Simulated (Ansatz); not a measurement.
# Scandium, bcc: HSE06 after PBE

Aim: see what exact exchange does to the levels, and what it costs. Spin polarisation is left out. The cell comes from an earlier PBE relaxation. Exact exchange is dear, so the k-mesh is coarse, and PBE is run on the same mesh for comparison.

Program: Ansatz 0.2.0. Level of theory: DFT, plane waves (420 eV) with PBE-made PAW files, scalar-relativistic; functionals as named at each step. These are calculated values, not measurements.

## 1. The structure to begin with

Symmetry: Im-3m, No. 229, cubic system. The conventional cell has a = 3.681 Å, b = 3.681 Å, c = 3.681 Å, α = 90.00°, β = 90.00°, γ = 90.00°. Sc (site symmetry m-3m) is surrounded by 8 Sc at 3.19 Å.

Structure file:

```
Sc
1.0
    -1.84052    1.84052    1.84052
     1.84052   -1.84052    1.84052
     1.84052    1.84052   -1.84052
Sc
1
Direct
  0.00000 0.00000 0.00000
```

## 2. PBE, coarse mesh

The run with PBE.

Input file input.yaml:

```yaml
crystal:
  lattice:
    - [-1.8405207341, 1.8405207341, 1.8405207341]
    - [1.8405207341, -1.8405207341, 1.8405207341]
    - [1.8405207341, 1.8405207341, -1.8405207341]
  atoms:
    - { symbol: Sc, position: [0.0, 0.0, 0.0] }
hamiltonian:
  xc: pbe
  pseudopotentials:
    kind: paw
    azcp:
      Sc: "pseudopotentials/Sc.paw.azcp"
basis:
  ecutwfc: 420
  fft_grid_basis: typed
kpoints:
  mp_grid: { grid: [6, 6, 6], shift: [0, 0, 0] }
magnetization:
  spin_polarized: false
scf:
  occupations: { method: fermi_dirac, width: 0.1 }
```

Run with:

```
$ ansatz run input.yaml --threads 4 --pin off --max-ram 8192MiB --backend cpu --events-out ev --progress --plain --runs-dir out
```

## 3. HSE06 on the coarse mesh

The run with HSE06.

Edit input.yaml of step 2 so:

```diff
@@ -8,3 +8,3 @@
 hamiltonian:
-  xc: pbe
+  xc: hse06
   pseudopotentials:
```

(Steps that only read results are left out.)

Q: Predict the outcome of this session. Wanted: PBE: gap; HSE06: gap.

**Answer**, as computed:

```
                         quantity                         value
                         PBE: gap  none (levels filled in part)
                       HSE06: gap  none (levels filled in part)
HSE06: SCF cycles, exchange loops                         17, 2
 HSE06: CPU time over that of PBE                            16
```

**Reading.** Both PBE and HSE06 leave levels filled in part. HSE06 cost 16 times the CPU time of PBE. The exchange operator of HSE06 was renewed in 2 outer loops. Absolute energies differ from functional to functional, by eV per atom at times, and say nothing by themselves.
